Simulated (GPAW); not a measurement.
A run of GPAW 26.7.0 is set up as follows.

Contents of run.py:

```python
from ase.dft.bandgap import bandgap
from ase.io import write
from ase.spacegroup import crystal
from ase.units import GPa
from gpaw import GPAW, PW

# Ni 4a
atoms = crystal(['Ni'],
                basis=[[0.0, 0.0, 0.0]],
                spacegroup=225, setting=1,  # Fm-3m
                cellpar=[3.47514587, 3.47514587, 3.47514587, 90.0, 90.0, 90.0],
                primitive_cell=True)
atoms.set_initial_magnetic_moments([1.0])

calc = GPAW(mode=PW(600),
            xc='PBE',
            kpts={'size': (11, 11, 11), 'gamma': True},
            occupations={'name': 'fermi-dirac', 'width': 0.05},
            nbands=17,
            convergence={'density': 1e-05, 'energy': 1e-05},
            maxiter=150,
            txt='gpaw.txt')
atoms.calc = calc
energy = atoms.get_potential_energy()
forces = atoms.get_forces()
stress = atoms.get_stress()
calc.write('gs.gpw')
write('result.traj', atoms)
print(f'Energy: {energy:.6f} eV')
print('Forces (eV/A):')
print(forces.round(4))
print('Stress (GPa):', (stress / GPa).round(3))
print('Moments:', calc.get_magnetic_moments().round(3))
print('Fermi level:', round(calc.get_fermi_level(), 4), 'eV')
print(f'Gap: {bandgap(calc)[0]:.4f} eV, direct: {bandgap(calc, direct=True)[0]:.4f} eV')

path = atoms.cell.bandpath('GXWKGLUWLK,UX', npoints=60, eps=1e-4)
bs_calc = calc.fixed_density(kpts=path, symmetry='off', nbands=25,
                             convergence={'bands': 'CBM+6.0', 'eigenstates': 1e-6}, txt='bands.txt')
bs = bs_calc.band_structure()
bs.write('bs.json')
print(f'Gap on the path: {bandgap(bs_calc)[0]:.4f} eV')
```

Potentials or basis: GPAW PAW data sets (gpaw-data 1.2.1), pw.

Command:

```sh
$ OMP_NUM_THREADS=1 python run.py
```

Task: Predict the band gap along the path.

Result: None (metal or under the smearing width).

Task: Estimate the net moment.

Result: 0.58 μB per cell.

Task: What does it give for the pressure?

Result: 10.2 GPa.

Task: What does it give for the site moments?

Result: Ni +0.61 μB.

Levels at the corners of the path, in eV from the Fermi level:
Spin up:
```csv
point,band 6,band 7,band 8,band 9,band 10
Γ,-2.56,-2.56,-1.30,-1.30,23.94
X,-0.52,-0.41,-0.41,2.27,9.57
W,-3.27,-1.38,-0.41,7.88,7.88
K,-2.25,-1.13,-0.69,5.81,7.43
Γ,-2.56,-2.56,-1.30,-1.30,23.94
L,-2.55,-0.58,-0.56,-0.56,5.96
U,-2.25,-1.13,-0.69,5.81,7.43
W,-3.27,-1.38,-0.41,7.88,7.88
L,-2.55,-0.58,-0.56,-0.56,5.96
K,-2.25,-1.13,-0.69,5.81,7.43
U,-2.25,-1.13,-0.69,5.81,7.43
X,-0.52,-0.41,-0.41,2.27,9.57
```
Spin down:
```tsv
point	band 4	band 5	band 6	band 7	band 8	band 9	band 10
Γ	-9.50	-1.85	-1.85	-1.85	-0.74	-0.74	23.75
X	-4.64	-3.87	0.07	0.42	0.42	2.22	9.82
W	-3.68	-2.71	-2.71	-0.85	0.42	8.06	8.06
K	-3.85	-3.46	-1.68	-0.58	0.12	6.02	7.61
Γ	-9.50	-1.85	-1.85	-1.85	-0.74	-0.74	23.75
L	-4.73	-1.97	-1.97	-0.65	0.16	0.16	6.38
U	-3.85	-3.46	-1.68	-0.58	0.12	6.02	7.61
W	-3.68	-2.71	-2.71	-0.85	0.42	8.06	8.06
L	-4.73	-1.97	-1.97	-0.65	0.16	0.16	6.38
K	-3.85	-3.46	-1.68	-0.58	0.12	6.02	7.61
U	-3.85	-3.46	-1.68	-0.58	0.12	6.02	7.61
X	-4.64	-3.87	0.07	0.42	0.42	2.22	9.82
```

Caveat: the stock nickel data set gives pressures a few GPa off other programs.
